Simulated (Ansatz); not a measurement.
Here is an Ansatz 0.2.0 calculation.

input.yaml

```yaml
crystal:
  lattice:
    - [2.38025, 1.3742379782, 4.3318666667]
    - [-2.38025, 1.3742379782, 4.3318666667]
    - [0.0, -2.7484759565, 4.3318666667]
  atoms:
    - { symbol: Al, position: [0.85216, 0.85216, 0.85216] }
    - { symbol: Al, position: [0.64784, 0.64784, 0.64784] }
    - { symbol: Al, position: [0.14784, 0.14784, 0.14784] }
    - { symbol: Al, position: [0.35216, 0.35216, 0.35216] }
    - { symbol: O, position: [0.05668, 0.75, 0.44332] }
    - { symbol: O, position: [0.75, 0.44332, 0.05668] }
    - { symbol: O, position: [0.44332, 0.05668, 0.75] }
    - { symbol: O, position: [0.94332, 0.25, 0.55668] }
    - { symbol: O, position: [0.25, 0.55668, 0.94332] }
    - { symbol: O, position: [0.55668, 0.94332, 0.25] }
hamiltonian:
  xc: pbe
  pseudopotentials: { kind: paw }
kpoints:
  mp_grid: { grid: [5, 5, 5] }
scf:
  occupations: { method: fermi_dirac, width: 0.05 }
output:
  forces: true
  stress: true
  eigenvalues: true
```

Potentials or basis: Ansatz PAW.

The run is started by

```sh
$ ansatz run input.yaml --threads 2 --pin off --max-ram 5120MiB --backend cpu --events-out ev --progress --plain --runs-dir out
```

Problem. Predict the band gap on the k mesh.

Solution. 6.22 eV, direct.

Problem. Estimate the pressure.

Solution. 7.3 GPa.

Forces in eV/Å, atoms in the order of the input:
```
Al   0.000  0.000 -0.029
Al   0.000  0.000  0.029
Al   0.000  0.000  0.029
Al   0.000  0.000 -0.029
O   -0.013 -0.022  0.000
O   -0.013  0.022  0.000
O    0.025  0.000  0.000
O    0.013  0.022  0.000
O    0.013 -0.022  0.000
O   -0.025  0.000  0.000
```

Caveat: odd divisions of the mesh miss points on the zone boundary, where band edges often lie, so the gap on the mesh can be too wide; the pressure holds a Pulay correction of +0.9 GPa for the finite cutoff.

**What was measured.**

From “Multi-petahertz electron interference in Cr:Al2O3 solid-state material”, 2018, pmc:5906618, for a bulk crystal of Al2O3: band gap 8.7 eV (optical).

A measured gap of Al2O3 is 8.7 eV (optical; quoted in “Multi-petahertz electron interference in Cr:Al2O3 solid-state material”, 2018, pmc:5906618); the calculated 6.22 eV misses it by -2.48 eV. The value is that of PBE, without temperature or zero-point motion. Semilocal functionals fall short of measured gaps as a rule.
